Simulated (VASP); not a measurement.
Write the native input for VASP 6.6.1 that does the following.

```
Task                   : relaxation of cell and atoms
Functional             : LDA
Potentials or basis    : VASP PAW LDA potentials, release 64 (Cd, F)
Cutoff                 : 600 eV
k mesh                 : 10 × 10 × 10
Occupations            : gaussian, width 0.03 eV
Spin                   : no spin polarisation
Further INCAR settings : ALGO = Normal; EDIFF = 1e-06; IBRION = 2; EDIFFG = -0.01; NSW = 90; ISIF = 3
```

The structure of CdF2 lies in POSCAR:

```
CdF2
1.0
    0.0000000000      2.6940000000      2.6940000000
    2.6940000000      0.0000000000      2.6940000000
    2.6940000000      2.6940000000      0.0000000000
Cd F
1 2
Direct
    0.0000000000      0.0000000000      0.0000000000
    0.2500000000      0.2500000000      0.2500000000
    0.7500000000      0.7500000000      0.7500000000
```

One way to write it, as run:

INCAR

```
SYSTEM = CdF2
  PREC = Accurate
  ENCUT = 600
  EDIFF = 1E-6
  ISMEAR = 0
  SIGMA = 0.03
  LREAL = .FALSE.
  LASPH = .TRUE.
  NELM = 80
  ALGO = Normal
  ISIF = 3
  LWAVE = .FALSE.
  LCHARG = .FALSE.
  IBRION = 2
  NSW = 90
  EDIFFG = -0.01
```

KPOINTS

```
Automatic mesh
0
G
  10 10 10
  0 0 0
```

Potentials or basis: VASP PAW LDA potentials, release 64 (Cd, F).

The run is started by

```sh
$ cat potpaw_LDA.64/Cd/POTCAR potpaw_LDA.64/F/POTCAR > POTCAR
$ mpirun -np 1 vasp_std > vasp.out
```

Results of the run:

* Relaxed volume: 12.48 Å³/atom
* Relaxed cell: a = 3.756 Å, b = 3.756 Å, c = 3.756 Å, α = 60.00°, β = 60.00°, γ = 60.00°
* Space group after relaxing (to 0.05 Å): Fm-3m (No. 225)
* Energy gained by relaxing: 8.8 meV/atom
* Ionic steps: 3
* Pressure after relaxing: 0.0 GPa
* Band gap on the k mesh: 2.96 eV, indirect (least direct gap 3.37 eV)

It took 51 s on 1 thread of Intel(R) Xeon(R) Platinum 8559C (Emerald Rapids), with other jobs on the host, peak memory 0.18 GiB.
